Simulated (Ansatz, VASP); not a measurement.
**One calculation of Ni3Ge, two programs**

File POSCAR:

```
Ni3Ge
1.0
    3.5303341067      0.0000000000      0.0000000000
    0.0000000000      3.5303341067      0.0000000000
    0.0000000000      0.0000000000      3.5303341067
Ni Ge
3 1
Direct
    0.5000000000      0.0000000000      0.5000000000
    0.0000000000      0.5000000000      0.5000000000
    0.5000000000      0.5000000000      0.0000000000
    0.0000000000      0.0000000000      0.0000000000
```

File INCAR.step1:

```
SYSTEM = Ni3Ge
ALGO = Normal ; EDIFF = 1E-4
ENCUT = 520 ; GGA = PE
ISMEAR = 0 ; LASPH = .TRUE.
LCHARG = .FALSE. ; LREAL = .FALSE.
LWAVE = .TRUE. ; NBANDS = 30
NELM = 80 ; PREC = Accurate
SIGMA = 0.1
```

The input INCAR.step2:

```
SYSTEM = Ni3Ge
ALGO = Normal ; EDIFF = 1E-6
ENCUT = 520 ; ISIF = 2
ISMEAR = 0 ; ISTART = 1
LASPH = .TRUE. ; LCHARG = .FALSE.
LMIXTAU = .TRUE. ; LREAL = .FALSE.
LWAVE = .FALSE. ; METAGGA = R2SCAN
NBANDS = 30 ; NELM = 80
PREC = Accurate ; SIGMA = 0.1
```

The input KPOINTS:

```
k-points
0
G
  6 6 6
  0 0 0
```

Input for Ansatz:

```yaml
crystal:
  lattice:
    - [3.5303341067, 0.0, 0.0]
    - [0.0, 3.5303341067, 0.0]
    - [0.0, 0.0, 3.5303341067]
  atoms:
    - { symbol: Ni, position: [0.5, 0.0, 0.5] }
    - { symbol: Ni, position: [0.0, 0.5, 0.5] }
    - { symbol: Ni, position: [0.5, 0.5, 0.0] }
    - { symbol: Ge, position: [0.0, 0.0, 0.0] }
basis:
  ecutwfc: 500
kpoints:
  mp_grid: { grid: [6, 6, 6] }
hamiltonian:
  xc: r2scan
scf:
  occupations: { method: gaussian, width: 0.1 }
output:
  forces: true
  stress: true
  eigenvalues: true
```

Alike in both runs: task single point; functional r2SCAN; k mesh 6 × 6 × 6; occupations gaussian, width 0.1 eV; no spin polarisation.

|  | VASP | Ansatz |
| --- | --- | --- |
| version | VASP 6.6.1 | Ansatz 0.2.0 |
| potentials or method | VASP PAW PBE potentials, release 64 (Ni, Ge_d) | scalar-relativistic, plane waves, PAW |
| plane-wave cutoff (eV) | 520 | 500 |
| valence electrons in the cell | 44 | 68 |

VASP gave:

- gap on the k mesh at the Fermi level (eV): none
- pressure (GPa): 0.8

**Question.** What did Ansatz give for the same quantities?

**Answer.** gap on the k mesh at the Fermi level (eV): none; pressure (GPa): 0.5.

A gap of «none» marks a metal or a gap that the smearing closes. The two sets of potentials don't hold the same shells in valence.

Caveats: the PAW data sets were made with another functional, which shifts forces and pressure a little (VASP). Spin polarisation is off, so any magnetic state and its effect on volume and gap are missing.
